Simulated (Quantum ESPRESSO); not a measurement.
# Convergence study of the k-point mesh for LiI (I4mm, 2 atoms in the cell)

```xyz
2
Lattice="2.1390 -2.1390 3.0250 2.1390 2.1390 3.0250 -2.1390 -2.1390 3.0250" Properties=species:S:1:pos:R:3 pbc="T T T"
Li     0.0354    -0.0354     0.0000
I      0.0000    -4.2781     3.0250
```

Level of theory: PBE, PseudoDojo standard norm-conserving (PBE) pseudopotentials (plane waves; Quantum ESPRESSO 7.5).

Base settings: ecutwfc = 75 Ry; occupations = smearing; smearing = fd; degauss = 0.0036749 Ry; potentials = {Li: Li.upf, I: I.upf}; K_POINTS = automatic 7 7 7 0 0 0; conv_thr = 1e-09 Ry.

The second cell is the first with its lattice scaled by 0.98.

Only quantities that move along the ladder and can be compared are tabulated.

The count of work is k-points × plane waves × bands × iterations; it is no time. 

The starting cell has typed, rounded lattice constants, without a prior relaxation at this level. Its lattice was rescaled by up to half a per cent. One atom was moved a little off its site on purpose. Spin-orbit coupling is off.

Steps (K_POINTS): automatic 2 2 2 0 0 0; automatic 3 3 3 0 0 0; automatic 4 4 4 0 0 0; automatic 5 5 5 0 0 0; automatic 6 6 6 0 0 0; automatic 7 7 7 0 0 0; automatic 8 8 8 0 0 0; automatic 9 9 9 0 0 0; automatic 11 11 11 0 0 0; automatic 14 14 14 0 0 0; automatic 17 17 17 0 0 0; automatic 18 18 18 0 0 0.

Q: What is the coarsest K_POINTS that holds the pressure within 0.05 GPa of the last step, with all finer ones?

A: automatic 5 5 5 0 0 0, at 0.031 of the last step's count of work; the step before is off by 0.17 GPa.

Q: What is the coarsest K_POINTS that holds the forces within 0.01 eV/Å of the last step, with all finer ones?

A: automatic 3 3 3 0 0 0, at 0.012 of the last step's count of work; the step before is off by 0.020 eV/Å.

Q: What is the coarsest K_POINTS that holds the free energy within 1 meV/atom of the last step, with all finer ones?

A: automatic 6 6 6 0 0 0, at 0.053 of the last step's count of work; the step before is off by 1.4 meV/atom.

```csv
K_POINTS,free energy less the last step's (meV/atom),energy of the compressed cell less the first (meV/atom),pressure (GPa),largest difference of a force vector from the last step's (eV/Å),gap on the mesh (eV),count of work / last
automatic 2 2 2 0 0 0,358.49,53.39,4.24,0.020,4.121,0.0067
automatic 3 3 3 0 0 0,46.35,12.23,0.50,0.003,4.172,0.012
automatic 4 4 4 0 0 0,7.64,5.19,-0.13,0.001,4.182,0.024
automatic 5 5 5 0 0 0,1.42,3.71,-0.26,0.000,4.185,0.031
automatic 6 6 6 0 0 0,0.29,3.38,-0.29,0.000,4.185,0.053
automatic 7 7 7 0 0 0,0.06,3.30,-0.29,0.000,4.186,0.074
automatic 8 8 8 0 0 0,0.01,3.28,-0.30,0.000,4.184,0.11
automatic 9 9 9 0 0 0,0.00,3.27,-0.30,0.000,4.179,0.14
automatic 11 11 11 0 0 0,0.00,3.27,-0.30,0.000,4.176,0.25
automatic 14 14 14 0 0 0,0.00,3.27,-0.30,0.000,4.177,0.50
automatic 17 17 17 0 0 0,0.00,3.27,-0.30,0.000,4.179,0.84
automatic 18 18 18 0 0 0,0.00,3.27,-0.30,0.000,4.179,1.0
```

The energy difference between the two cells stays within 1 meV/atom of the last step's from automatic 5 5 5 0 0 0 on, the total only from automatic 6 6 6 0 0 0 on: much of the error is common to both cells and cancels.

The gap on the mesh jumps up and down from mesh to mesh; it is no smooth measure of convergence.
